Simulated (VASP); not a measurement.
# Ge (Fd-3m) in VASP: settings compared, part 2 of 3

VASP 6.6.1. Earlier steps stand in the parts before.

## (4) Relaxation of cell and atoms, PBEsol

The input, INCAR:

```
SYSTEM = Ge
PREC = Accurate
ENCUT = 600
EDIFF = 1E-7
ISMEAR = 0
SIGMA = 0.03
LREAL = .False.
LASPH = .True.
NELM = 80
ALGO = Normal
ISIF = 3
LWAVE = .False.
LCHARG = .False.
GGA = PS
IBRION = 2
NSW = 90
EDIFFG = -0.005
KPAR = 4
```

The input, KPOINTS:

```
regular mesh
0
Gamma
  10 10 10
  0 0 0
```

The input, POSCAR:

```
Ge                                      
1.0
   -0.0000000000      2.8376024273      2.8376024273
    2.8376024273     -0.0000000000      2.8376024273
    2.8376024273      2.8376024273      0.0000000000
  Ge            
     2
Direct
     0.0000000000000000    0.0000000000000000    0.0000000000000000
     0.2500000000000000    0.2500000000000000    0.2500000000000000
```

Potentials or basis: VASP PAW PBE potentials, release 64 (Ge_d).

Launch:

```console
cat potpaw_PBE.64/Ge_d/POTCAR > POTCAR
mpirun -np 4 vasp_std > vasp.out
```

OUTCAR:

```text
SYSTEM = Ge
   PREC = Accurate
   ENCUT = 600
   EDIFF = 1E-7
   ISMEAR = 0
   LREAL = .False.
   LASPH = .True.
   NELM = 80
   ISIF = 3
   GGA = PS
   IBRION = 2
   NSW = 90
   EDIFFG = -0.005

 ion  position               nearest neighbor table
   1  0.000  0.000  0.000-   2 2.46   2 2.46   2 2.46   2 2.46
   2  0.250  0.250  0.250-   1 2.46   1 2.46   1 2.46   1 2.46

  LATTYP: Found a face centered cubic cell.
 ALAT       =     5.6752048546

  Lattice vectors:

 A1 = (   0.0000000000,   2.8376024273,   2.8376024273)
 A2 = (   2.8376024273,   0.0000000000,   2.8376024273)
 A3 = (   2.8376024273,   2.8376024273,   0.0000000000)

Analysis of symmetry for initial positions (statically):
=====================================================================
 Subroutine PRICEL returns:
 Original cell was already a primitive cell.

 Routine SETGRP: Setting up the symmetry group for a
 face centered cubic supercell.

 Subroutine GETGRP returns: Found 48 space group operations
 (whereof 24 operations were pure point group operations)
 out of a pool of 48 trial point group operations.
[... 168 lines left out ...]

------------------------ aborting loop because EDIFF is reached ----------------------------------------

  FORCE on cell =-STRESS in cart. coord.  units (eV):
  Direction    XX          YY          ZZ          XY          YZ          ZX
  --------------------------------------------------------------------------------------
  -------------------------------------------------------------------------------------
  Total       -0.0154882     -0.0154882     -0.0154882     -0.0000000     -0.0000000     -0.0000000
  in kB       -0.5430344     -0.5430344     -0.5430344     -0.0000000     -0.0000000     -0.0000000
  external PRESSURE =      -0.5430344 kB  Pullay stress =       0.0000000 kB
[... 131 lines left out ...]
--------------------------------------- Ionic step        5  -------------------------------------------

 number of electron      28.0000019 magnetization

 Free energy of the ion-electron system (eV)
  ---------------------------------------------------
  ext. energy  EPLUGINS =         0.00000000
  ---------------------------------------------------
  free energy    TOTEN  =        -9.87146664 eV

  energy without entropy =       -9.87142035  energy(sigma->0) =       -9.87144350

 E-fermi :   4.7882     XC(G=0): -10.0876

 val. band max:        4.7790780608   @ k =   0.0000   0.0000   0.0000
 cond. band min:       4.8755867488   @ k =   0.5000   0.0000   0.0000
 fundamental gap:      0.0965086880
 Fermi energy:         4.7882120194

 k-point     1 :       0.0000    0.0000    0.0000
  band No.  band energies     occupation
      1     -19.9718      2.00000
      2     -19.9717      2.00000
      3     -19.9717      2.00000
      4     -19.9358      2.00000
      5     -19.9358      2.00000
      6     -19.7283      2.00000
[... 481 lines left out ...]
      5     -19.8538      2.00000
      6     -19.8307      2.00000
[... 10 lines left out ...]
     17      11.3838      0.00000
     18      11.9467      0.00000

 [... further k-points ...]
[... 5 lines left out ...]
  --------------------------------------------------------------------------------------
  -------------------------------------------------------------------------------------
  Total       -0.0008473     -0.0008473     -0.0008473     -0.0000000      0.0000000      0.0000000
  in kB       -0.0297259     -0.0297259     -0.0297259     -0.0000000      0.0000000      0.0000000
  external PRESSURE =      -0.0297259 kB  Pullay stress =       0.0000000 kB
[... 17 lines left out ...]
  FREE ENERGIE OF THE ION-ELECTRON SYSTEM (eV)
  ---------------------------------------------------
  free  energy   TOTEN  =        -9.8714666429 eV

  energy  without entropy=       -9.8714203479  energy(sigma->0) =       -9.87144350

 reached required accuracy - stopping structural energy minimisation
```

OSZICAR:

```text
N       E                     dE             d eps       ncg     rms          rms(c)
DAV:   1     0.169008932102E+03    0.16901E+03   -0.16822E+04  1722   0.461E+03
DAV:   2     0.122578491024E+02   -0.15675E+03   -0.15408E+03  1692   0.578E+02
DAV:   3    -0.930395580590E+01   -0.21562E+02   -0.21302E+02  1842   0.153E+02
[... 35 lines left out ...]
DAV:   1    -0.987147895084E+01   -0.13265E-04   -0.17341E-04  2236   0.279E-01    0.206E-02
DAV:   2    -0.987147011451E+01    0.88363E-05   -0.13053E-05  2198   0.778E-02    0.102E-02
DAV:   3    -0.987146710407E+01    0.30104E-05   -0.49090E-06  2212   0.418E-02    0.240E-03
DAV:   4    -0.987146662964E+01    0.47442E-06   -0.56091E-07  1730   0.161E-02    0.484E-04
DAV:   5    -0.987146664292E+01   -0.13274E-07   -0.38671E-08   862   0.412E-03
   5 F= -.98714666E+01 E0= -.98714435E+01  d E =-.209032E-05
```

CONTCAR:

```text
Ge
   1.00000000000000
    -0.0000000000000000    2.8370028346523082    2.8370028346523082
     2.8370028346523082   -0.0000000000000000    2.8370028346523082
     2.8370028346523082    2.8370028346523082   -0.0000000000000000
  Ge
     2
Direct
     0.0000000000000000    0.0000000000000000    0.0000000000000000
     0.2500000000000000    0.2500000000000000    0.2500000000000000

  0.00000000E+00  0.00000000E+00  0.00000000E+00
  0.00000000E+00  0.00000000E+00  0.00000000E+00
```

Run time: 34 s. Hardware: 4 MPI ranks of Intel Xeon Platinum 8259CL at 2.50GHz (Skylake/Cascade Lake), shared host; peak memory 0.2 GiB.

Results:

```
Free energy                            : -9.8715 eV
Relaxed volume                         : 22.83 Å³/atom
Relaxed cell                           : a = 4.012 Å, b = 4.012 Å, c = 4.012 Å, α = 60.00°, β = 60.00°, γ = 60.00°
Space group after relaxing (to 0.05 Å) : Fd-3m (No. 227)
Energy gained by relaxing              : 0.0 meV/atom
Ionic steps                            : 5
Pressure after relaxing                : 0.0 GPa
Band gap on the k mesh                 : none (metal or under the smearing width)
```

Final structure:
```
Ge
1.0
     0.00000    2.83700    2.83700
     2.83700    0.00000    2.83700
     2.83700    2.83700    0.00000
Ge
2
Direct
  0.00000 0.00000 0.00000
  0.25000 0.25000 0.25000
```

Caveat: the PAW data sets were made with another functional, which shifts forces and pressure a little; this crystal is a semiconductor, whose small gap the functional closes, so the metal is an error of the method.

## (5) Relaxation of cell and atoms, PBE+D3(BJ)

This run uses another cell than the first one, of 22.64 Å³/atom, 0.990 times its volume.

The input, INCAR:

```
ALGO = Normal
EDIFF = 1E-6
EDIFFG = -0.01
ENCUT = 600
GGA = PE
IBRION = 2
ISIF = 3
ISMEAR = 0
IVDW = 12
LASPH = True
LCHARG = False
LREAL = False
LWAVE = False
NELM = 80
NSW = 90
PREC = Accurate
SIGMA = 0.03
```

The input, KPOINTS:

```
k-points
0
Gamma
  10 10 10
```

The input, POSCAR:

```
Ge
1.0
    0.0000000000      2.8289100000      2.8289100000
    2.8289100000      0.0000000000      2.8289100000
    2.8289100000      2.8289100000      0.0000000000
Ge
2
Direct
    0.0000000000      0.0000000000      0.0000000000
    0.2500000000      0.2500000000      0.2500000000
```

Potentials or basis: VASP PAW PBE potentials, release 64 (Ge_d).

Launch:

```console
cat potpaw_PBE.64/Ge_d/POTCAR > POTCAR
mpirun -np 1 vasp_std > vasp.out
```

OUTCAR:

```text
EDIFF = 1E-6
   EDIFFG = -0.01
   ENCUT = 600
   GGA = PE
   IBRION = 2
   ISIF = 3
   ISMEAR = 0
   IVDW = 12
   LASPH = True
   LREAL = False
   NELM = 80
   NSW = 90
   PREC = Accurate
 IVDW          = 12

 ion  position               nearest neighbor table
   1  0.000  0.000  0.000-   2 2.45   2 2.45   2 2.45   2 2.45
   2  0.250  0.250  0.250-   1 2.45   1 2.45   1 2.45   1 2.45

  LATTYP: Found a face centered cubic cell.
 ALAT       =     5.6578200000

  Lattice vectors:

 A1 = (   0.0000000000,   2.8289100000,   2.8289100000)
 A2 = (   2.8289100000,   0.0000000000,   2.8289100000)
 A3 = (   2.8289100000,   2.8289100000,   0.0000000000)

Analysis of symmetry for initial positions (statically):
=====================================================================
 Subroutine PRICEL returns:
 Original cell was already a primitive cell.

 Routine SETGRP: Setting up the symmetry group for a
 face centered cubic supercell.
[... 290 lines left out ...]

 number of electron      28.0000026 magnetization

 Free energy of the ion-electron system (eV)
  ---------------------------------------------------
  ext. energy  EPLUGINS =         0.00000000
  ---------------------------------------------------
  free energy    TOTEN  =        -9.02432939 eV

  energy without entropy =       -9.02428311  energy(sigma->0) =       -9.02430625

 E-fermi :   4.7921     XC(G=0):  -9.8213

 val. band max:        4.7829827991   @ k =   0.0000   0.0000   0.0000
 cond. band min:       4.9020287085   @ k =   0.5000   0.0000   0.0000
 fundamental gap:      0.1190459094
 Fermi energy:         4.7921173974

 k-point     1 :       0.0000    0.0000    0.0000
  band No.  band energies     occupation
      1     -20.0020      2.00000
      2     -20.0020      2.00000
      3     -20.0020      2.00000
      4     -19.9675      2.00000
      5     -19.9675      2.00000
      6     -19.7684      2.00000
[... 481 lines left out ...]
      5     -19.8886      2.00000
      6     -19.8668      2.00000
[... 10 lines left out ...]
     17      11.3670      0.00000
     18      11.9107      0.00000

 [... further k-points ...]

------------------------ aborting loop because EDIFF is reached ----------------------------------------

 Edisp (eV)   -0.58112

 E8    (eV) :    -0.2604
[... 25 lines left out ...]
  FREE ENERGIE OF THE ION-ELECTRON SYSTEM (eV)
  ---------------------------------------------------
  free  energy   TOTEN  =        -9.6054450999 eV

  energy  without entropy=       -9.6053988211  energy(sigma->0) =       -9.60542196

 reached required accuracy - stopping structural energy minimisation
```

OSZICAR:

```text
N       E                     dE             d eps       ncg     rms          rms(c)
DAV:   1     0.168756913717E+03    0.16876E+03   -0.16510E+04  1732   0.457E+03
DAV:   2     0.129377339159E+02   -0.15582E+03   -0.15310E+03  1708   0.567E+02
DAV:   3    -0.838807308442E+01   -0.21326E+02   -0.21089E+02  1814   0.153E+02
DAV:   4    -0.908250681673E+01   -0.69443E+00   -0.69224E+00  1964   0.317E+01
[... 28 lines left out ...]
DAV:   2    -0.902499581034E+01    0.19895E-02   -0.28192E-03  2200   0.113E+00    0.152E-01
DAV:   3    -0.902436858395E+01    0.62723E-03   -0.10723E-03  2228   0.613E-01    0.365E-02
DAV:   4    -0.902433035789E+01    0.38226E-04   -0.12772E-04  2158   0.241E-01    0.784E-03
DAV:   5    -0.902432892481E+01    0.14331E-05   -0.96019E-06  1746   0.622E-02    0.555E-03
DAV:   6    -0.902432938746E+01   -0.46265E-06   -0.65464E-07   918   0.175E-02
   4 F= -.96054451E+01 E0= -.96054220E+01  d E =-.444473E-02
```

Wall time 59 s (1 thread of Intel Xeon Platinum 8559C (Emerald Rapids), shared host); peak memory 0.21 GiB.

Results:

| Item | Value |
| --- | --- |
| Free energy | -9.6054 eV |
| Relaxed volume | 23.14 Å³/atom |
| Relaxed cell | a = 4.030 Å, b = 4.030 Å, c = 4.030 Å, α = 60.00°, β = 60.00°, γ = 60.00° |
| Space group after relaxing (to 0.05 Å) | Fd-3m (No. 227) |
| Energy gained by relaxing | 2.2 meV/atom |
| Ionic steps | 4 |
| Pressure after relaxing | 0.0 GPa |
| Band gap on the k mesh | none (metal or under the smearing width) |
| Dispersion energy per atom | -0.291 eV |

The path:
```
step  energy change (eV)  largest force (eV/Å)  pressure (GPa)  volume (Å³)
   1              0.0000                0.0000            1.38        45.28
   2             -0.0041                0.0000           -0.09        46.57
   3             -0.0044                0.0000           -0.18        46.41
   4             -0.0044                0.0000            0.00        46.27
```

Final structure:
```yaml
crystal:
  lattice:
    - [0.00000, 2.84951, 2.84951]
    - [2.84951, 0.00000, 2.84951]
    - [2.84951, 2.84951, 0.00000]
  atoms:
    - { symbol: Ge, position: [0.00000, 0.00000, 0.00000] }
    - { symbol: Ge, position: [0.25000, 0.25000, 0.25000] }
```

Caveat: pairwise dispersion overbinds metals, which lowers pressure and volume; this crystal is a semiconductor, whose small gap the functional closes, so the metal is an error of the method.

(Continued in part 3 of 3.)
